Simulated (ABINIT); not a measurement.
Here is an ABINIT 10.8.3 (patched build) calculation.

run.abi

```
# Pseudopotentials
pp_dirpath "./"
pseudos "Hf.GGA_PBE-JTH.xml, N.GGA_PBE-JTH.xml"

# Structure
acell 3.4716425656 3.4716425656 3.4716425656 Angstrom
rprim
     0.0000000000     0.7071067812     0.7071067812
     0.7071067812     0.0000000000     0.7071067812
     0.7071067812     0.7071067812     0.0000000000
ntypat 2
znucl 72 7
natom 2
typat 1 2
xred
    -0.0015310000    -0.0029430000    -0.0034000000
     0.2637830000     0.2428060000     0.2393630000
chkprim 0
chksymtnons 0
tolsym 1.0e-6

# Plane-wave basis
ecut 26.0
pawecutdg 48.0
pawxcdev 0

# k points
kptopt 1
ngkpt 9 9 9
nshiftk 1
shiftk 0.0 0.0 0.0

# Exchange and correlation
ixc 11

# Bands and occupations
nband 13
occopt 3
tsmear 0.05 eV

# SCF cycle
nstep 100
tolvrs 1.0e-9

# Output
iomode 3
prtwf 0
prtden 0
prteig 0
prtebands 0
enunit 2
```

Potentials or basis: JTH PAW PBE v2.0.

Launch:

```sh
$ abinit run.abi > log 2>&1
```

Question: What does it give for the band gap on the k mesh?

Answer: None (metal or under the smearing width).

Question: Predict the largest force.

Answer: 0.572 eV/Å.

Question: What does it give for the pressure?

Answer: 0.5 GPa.

Forces in eV/Å, atoms in the order of the input:
```
Hf  -0.360  0.274  0.351
N    0.360 -0.274 -0.351
```

Spin-orbit coupling is left out, which matters for the levels of Hf.
